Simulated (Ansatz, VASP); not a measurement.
**RbBr: VASP beside Ansatz**

```
CELL_PARAMETERS angstrom
0.00434 -0.00080 4.33925
4.80588 0.03170 0.00431
0.05429 8.29550 -0.00185
ATOMIC_POSITIONS crystal
Rb 0.49973 0.00213 0.33358
Rb 0.50011 0.50158 0.83360
Br 0.00001 0.49846 0.49978
Br 0.00014 0.99782 0.99970
```

Change from the starting cell: cell x2, atoms moved at random (sigma 0.15 Å) and cell strained at random (1.5 %), then relaxed without symmetry.

Alike in both runs: functional PBE; k mesh 4 × 4 × 2; occupations gaussian, width 0.1 eV; no spin polarisation.

Ansatz relaxed the structure, and its values are those at the end. VASP's run is a single point on that final structure, the one shown.

|  | VASP | Ansatz |
| --- | --- | --- |
| version | VASP 6.6.1 | Ansatz 0.2.0 |
| potentials or method | VASP PAW PBE potentials, release 64 (Rb_sv, Br) | scalar-relativistic, plane waves, PAW |
| plane-wave cutoff (eV) | 520 | 420 |
| valence electrons in the cell | 32 | 32 |

|  | VASP | Ansatz | Ansatz less VASP |
| --- | --- | --- | --- |
| gap on the k mesh at the Fermi level (eV) | 3.92 | 3.92 | 0.000 |
| least direct gap on the mesh (eV) | 3.92 | 3.92 | 0.000 |
| pressure (GPa) | 0.0 | 0.0 | -0.02 |

With one functional, cell and mesh, what is left measures potentials, basis and numerics.
